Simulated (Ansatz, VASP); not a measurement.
**NaI: VASP beside Ansatz**

```
Na I
1.0
     0.00000    3.29131    3.22963
     3.22963    0.00000    3.22963
     3.22963    3.29131    0.00000
Na I
1 1
Direct
  0.00000 0.00000 0.00000
  0.50000 0.50000 0.50000
```

Change from the starting cell: uniaxial_y strain +1.9%.

Alike in both runs: task single point; functional PBE; k mesh 8 × 8 × 8; occupations fermi-dirac, width 0.02 eV; no spin polarisation.

|  | VASP | Ansatz |
| --- | --- | --- |
| version | VASP 6.6.1 | Ansatz 0.2.0 |
| potentials or method | VASP PAW PBE potentials, release 64 (Na_pv, I) | plane waves, PAW |
| plane-wave cutoff (eV) | 520 | 420 |
| valence electrons in the cell | 14 | 26 |

```csv
,VASP,Ansatz,Ansatz less VASP
gap on the k mesh at the Fermi level (eV),3.59,3.60,+0.003
pressure (GPa),0.2,0.2,-0.01
largest component of the traceless stress (GPa),0.29,0.29,-0.002
```

The two sets of potentials don't hold the same shells in valence.

Caveats: spin-orbit coupling is left out, which moves the levels of the heavy elements.
